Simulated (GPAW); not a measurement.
# GaN (P6_3mc) in GPAW: equation of state with optPBE-vdW

Aim: the equation of state of GaN with optPBE-vdW.

Everything below comes from runs of GPAW 26.7.0. Logs are shortened: lines on timing, memory, paths and dates and some standing lists are left out, and cuts for length are marked. The log counts tension as positive stress, the text compression.

## Step 1: Starting point

The structure is hexagonal, space group P6_3mc (No. 186). Conventional cell: a = 3.180 Å, b = 3.180 Å, c = 5.166 Å, α = 90.00°, β = 90.00°, γ = 120.00°. Ga (site symmetry 3m) is surrounded by 4 N at 1.94 to 1.95 Å. Around N (site symmetry 3m) lie 4 Ga at 1.94 to 1.95 Å.

## Step 2: Equation of state, optPBE-vdW

run.py

```python
from ase.eos import EquationOfState
from ase.io import Trajectory, read
from ase.units import GPa
from gpaw import GPAW, PW

atoms = read('GaN.xyz')

traj = Trajectory('eos.traj', 'w')
volumes, energies = [], []
for x in [0.94, 0.96, 0.98, 1.0, 1.02, 1.04, 1.06]:
    a = atoms.copy()
    a.set_cell(atoms.cell * x**(1 / 3), scale_atoms=True)
    calc = GPAW(mode=PW(800),
                xc={'name': 'optPBE-vdW', 'backend': 'libvdwxc'},
                kpts={'size': (7, 7, 4), 'gamma': True},
                occupations={'name': 'fermi-dirac', 'width': 0.05},
                nbands=18,
                convergence={'density': 1e-05, 'energy': 1e-05},
                maxiter=150,
                txt=f'eos-{x:.2f}.txt')
    a.calc = calc
    energies.append(a.get_potential_energy(force_consistent=True))
    volumes.append(a.get_volume())
    calc.write(f'eos-{x:.2f}.gpw')
    traj.write(a)
    print(f'{x:.2f} {volumes[-1]:10.4f} A^3 {energies[-1]:14.6f} eV', flush=True)

v0, e0, B = EquationOfState(volumes, energies, eos='birchmurnaghan').fit()
print(f'V0 = {v0:.4f} A^3, E0 = {e0:.6f} eV, B0 = {B / GPa:.2f} GPa')
```

GaN.xyz

```xyz
4
Lattice="3.1800000000 0.0000000000 0.0000000000 -1.5900000000 2.7539607840 0.0000000000 0.0000000000 0.0000000000 5.1660000000" Properties=species:S:1:pos:R:3 pbc="T T T"
Ga     1.5900000002      0.9179869279      2.5830000000
Ga    -0.0000000002      1.8359738561      0.0000000000
N      1.5900000002      0.9179869279      4.5202500000
N     -0.0000000002      1.8359738561      1.9372500000
```

Potentials or basis: GPAW PAW data sets (gpaw-data 1.2.1), pw.

Command:

```sh
OMP_NUM_THREADS=1 python run.py
```

Output:

```text
__  _  _
 | _ |_)|_||  |
 |__||  | ||/\| - 26.7.0

Input parameters:
  mode=PW(ecut=800.0),
  convergence={'density': 1e-05, 'energy': 1e-05},
  kpts=MonkhorstPack(size=(7, 7, 4), gamma=True),
  maxiter=150,
  nbands=18,
  occupations=Occupations(name='fermi-dirac', width=0.05),
  xc=XC(name='optPBE-vdW', backend='libvdwxc')

Diagonalizing LCAO Hamiltonian
Converting LCAO to pw mode

           N

           Ga
        N

        Ga

Atoms  # Å, Bohr magnetons
|   | symbol |         x |        y |        z |    initial magnetic moments |
|---|--------|-----------|----------|----------|-----------------------------|
| 0 |     Ga |  1.557542 | 0.899247 | 2.530271 | ( 0.0000,  0.0000,  0.0000) |
| 1 |     Ga | -0.000000 | 1.798494 | 0.000000 | ( 0.0000,  0.0000,  0.0000) |
| 2 |      N |  1.557542 | 0.899247 | 4.427974 | ( 0.0000,  0.0000,  0.0000) |
| 3 |      N | -0.000000 | 1.798494 | 1.897703 | ( 0.0000,  0.0000,  0.0000) |

Unit cell  # Å
| periodic |         x |        y |        z |  lengths |     angles |
|----------|-----------|----------|----------|----------|------------|
|      yes |  3.115084 | 0.000000 | 0.000000 | 3.115084 |  90.000000 |
|      yes | -1.557542 | 2.697742 | 0.000000 | 3.115084 |  90.000000 |
|      yes |  0.000000 | 0.000000 | 5.060542 | 5.060542 | 120.000000 |

Number of symmetries: 6
Symmetry operations  # r_c * U_cc + t_c -> r_c
|   | kind |            matrix            |
|---|------|------------------------------|
| 0 |  σ   |  1, 1, 0,  0,-1, 0,  0, 0, 1 |
| 1 |  E   |  1, 0, 0,  0, 1, 0,  0, 0, 1 |
| 2 |  C3  |  0, 1, 0, -1,-1, 0,  0, 0, 1 |
| 3 |  σ   |  0,-1, 0, -1, 0, 0,  0, 0, 1 |
| 4 |  σ   | -1, 0, 0,  1, 1, 0,  0, 0, 1 |
| 5 |  C3  | -1,-1, 0,  1, 0, 0,  0, 0, 1 |

BZ-sampling:
  Number of BZ points: 196
  Number of IBZ points: 28

  Monkhorst-Pack size: [7, 7, 4]
  Monkhorst-Pack shift: [0.0, 0.0, 0.125]

K-points  # in reciprocal-cell coordinates
|     |                                coordinates |     weight |
|-----|--------------------------------------------|------------|
|   0 | (  0.00000000,   0.00000000,   0.00000000) | 0.00510204 |
|   1 | (  0.00000000,   0.00000000,   0.25000000) | 0.01020408 |
|   2 | (  0.00000000,   0.00000000,   0.50000000) | 0.00510204 |
|   3 | (  0.14285714,   0.00000000,  -0.25000000) | 0.03061224 |
|   4 | (  0.14285714,   0.00000000,   0.00000000) | 0.03061224 |
|   5 | (  0.14285714,   0.00000000,   0.25000000) | 0.03061224 |
|   6 | (  0.14285714,   0.00000000,   0.50000000) | 0.03061224 |
|   7 | (  0.28571429,  -0.14285714,   0.00000000) | 0.03061224 |
|   8 | (  0.28571429,  -0.14285714,   0.25000000) | 0.06122449 |
|   9 | (  0.28571429,  -0.14285714,   0.50000000) | 0.03061224 |
| ... |                                            |            |
|  27 | (  0.42857143,   0.42857143,   0.50000000) | 0.03061224 |

Plane wave coefficients: 2200
Cutoff: 800.0 eV

Spin-components: 1 (collinear spins)
Bands:           18
Projectors:      20
Spin-degeneracy: 2
Datatype:        complex128

Parallelization:
  kpt:    1
  domain: 1
  band:   1

Density:
  Valence electrons: 16.0
  Components: 1
  Grid points: [21 21 35]
  Charge: 0.0  # |e|

Potential:
  Grid points: [21 21 35]

species:
  Ga:
    name:    Gallium
    Z:       31.0
    valence: 3
    core:    28
    charge:  0.0  # [|e|]
    compensation charges:
      type: gauss
      rc: 0.37  # [Å]
      lmax: 2
    cutoffs:
      filter: 2.06  # [Å]
      core: 4.17  # [Å]
    projectors
    | kind |    occ | energy [eV] | rcut [Å] |
    |------|--------|-------------|----------|
    |   4s |  2.000 |      -8.945 |    1.164 |
    |   4p |  1.000 |      -2.580 |    1.164 |
    |    s |        |      18.266 |    1.164 |
    |    p |        |      24.631 |    1.164 |
    |    d |        |       0.000 |    1.164 |

    Using partial waves for Ga as LCAO basis

  N:
    name:    Nitrogen
    Z:       7.0
    valence: 5
    core:    2
    charge:  0.0  # [|e|]
    compensation charges:
      type: gauss
      rc: 0.18  # [Å]
      lmax: 2
    cutoffs:
      filter: 1.11  # [Å]
      core: 0.96  # [Å]
    projectors
    | kind |    occ | energy [eV] | rcut [Å] |
    |------|--------|-------------|----------|
    |   2s |  2.000 |     -18.583 |    0.603 |
    |   2p |  3.000 |      -7.089 |    0.529 |
    |    s |        |       8.629 |    0.603 |
    |    p |        |      20.123 |    0.529 |
    |    d |        |       0.000 |    0.577 |

    Using partial waves for N as LCAO basis

Reference energy: -108732.786066  # eV

eigensolver:
  PPCG
  Converge bands: occupied
  niter=2

density mixing:
  MSR1-Mixer
  Pratt-step length: 0.05
  Maximum mixing coefficient: 0.75
  Old densities: 10
  SVD Regularization: 0.005
  Good broyden scale: 1.0
  Trust region scale: 1.0
  Backstep threshold: 4.0
  History deletion threshold: 6.0
  Fourier metric: weight=20.0, sigma=0.015

occupation numbers:
  Fermi-Dirac:
    width: 0.0500  # eV

poisson solver:
  ecut: 6400.0  # eV

xc functional:
  name: vdW-optPBE with libvdwxc
  Mode: serial
  Semilocal: GGA_X_OPTPBE_VDW+LDA_C_PW with 2 nearest neighbor stencil
  Corresponding non-local functional: vdW-DF
  Local blocksize: 42 x 42 x 70
  PAW datasets: PBE

convergence criteria:
- Maximum integral of absolute [dens]ity change: 1e-05 electrons / valence electron
- Maximum [total energy] change in last 3 cyles: 1e-05 eV / valence electron
- Maximum integral of absolute [eigenst]ate change: 4e-08 eV^2 / valence electron
maximum number of iterations: 150

SCF iterations
|iter     | |      energy | eigst |  dens |
|---------|-|-------------|-------|-------|
|iter:   1| |  -65.758482 | -0.12 |       |
|iter:   2| |  -64.626804 | -1.79 | -0.55 |
|iter:   3| |  -61.441269 | -0.44 | -0.60 |
|iter:   4| |  -61.433017 | -2.79 | -1.30 |
|iter:   5| |  -61.432150 | -3.32 | -1.57 |
|iter:   6| |  -61.432143 | -5.36 | -2.83 |
|iter:   7| |  -61.432161c| -5.98 | -3.20 |
|iter:   8| |  -61.432160c| -7.04 | -3.93 |
|iter:   9| |  -61.432160c| -8.01c| -4.26 |
|iter:  10| |  -61.432160c| -7.80c| -4.91 |
|iter:  11| |  -61.432160c| -8.71c| -5.69c|

Converged in 11 steps
Energy contributions relative to reference atoms: (reference = -108732.786066)

Energy contributions:
  Kinetic:          98.326813
  Coulomb:         -85.068523
  Zero:              0.295943
  External:          0.000000
  Xc:              -74.986393
  Entropy:          -0.000000
  Spinorbit:         0.000000
  ----------------------------
  Free energy:     -61.432160
  Extrapolated:    -61.432160

dipole moment: (-0.000023, -0.000039, -11.297072)  # |e|*Ang

Fermi level: 8.575
Eigenvalues  # (at kpt = [0.000, 0.000, 0.000])
| band index |      eig [eV] | occ [0-2] |
|------------|---------------|-----------|
|          0 |        -9.158 |     2.000 |
|          1 |        -6.536 |     2.000 |
|          2 |        -0.130 |     2.000 |
|          3 |         6.179 |     2.000 |
|          4 |         6.179 |     2.000 |
|          5 |         7.237 |     2.000 |
[... 8 lines left out ...]
|         14 |        19.687 |     0.000 |
|         15 |        19.687 |     0.000 |
|        ... |               |           |
|         17 |        22.994 |     0.000 |

Gap: 2.642 eV
Transition (v -> c):
  (s=0, k=0, n=7, [0.00, 0.00, 0.00]) -> (s=0, k=0, n=8, [0.00, 0.00, 0.00])
No difference between direct/indirect transitions
# Writing to eos-0.94.gpw (mode='')
```

eos-0.96.txt:

```text
SCF iterations
|iter     | |      energy | eigst |  dens |
|---------|-|-------------|-------|-------|
|iter:   1| |  -65.860648 | -0.13 |       |
|iter:   2| |  -64.738413 | -1.80 | -0.55 |
|iter:   3| |  -61.623793 | -0.46 | -0.60 |
|iter:   4| |  -61.616712 | -2.82 | -1.29 |
[... 31 lines left out ...]
|          2 |        -0.253 |     2.000 |
|          3 |         5.940 |     2.000 |
|          4 |         5.940 |     2.000 |
|          5 |         6.970 |     2.000 |
[... 8 lines left out ...]
|         14 |        19.248 |     0.000 |
|         15 |        19.248 |     0.000 |
|        ... |               |           |
|         17 |        22.598 |     0.000 |

Gap: 2.491 eV
Transition (v -> c):
  (s=0, k=0, n=7, [0.00, 0.00, 0.00]) -> (s=0, k=0, n=8, [0.00, 0.00, 0.00])
No difference between direct/indirect transitions
# Writing to eos-0.96.gpw (mode='')
```

It took 2.9 min on 1 thread of Arm Neoverse V1, shared host; peak memory 0.44 GiB.

Results:

```
Equilibrium volume                        : 12.30 Å³/atom (rough: see the caveat)
Bulk modulus at fixed shape and positions : 174 GPa (rough)
```

Energy against volume, from the lowest point:
```
volume (Å³/atom)  energy (meV/atom)
          10.632             157.92
          10.858             111.93
          11.084              74.98
          11.310              46.13
          11.537              24.54
          11.763               9.20
          11.989               0.00
```

Caveat: the data sets keep Ga 3d, Li 1s and Be 1s frozen, and some such compounds lay over 1.5 % in volume off other programs; the minimum lies outside the volumes run; the cell was scaled at fixed shape and fractional positions, which overstates the stiffness of a crystal with free parameters, most of all of layers and chains; the PAW data sets were made with another functional, which shifts forces and pressure a little.
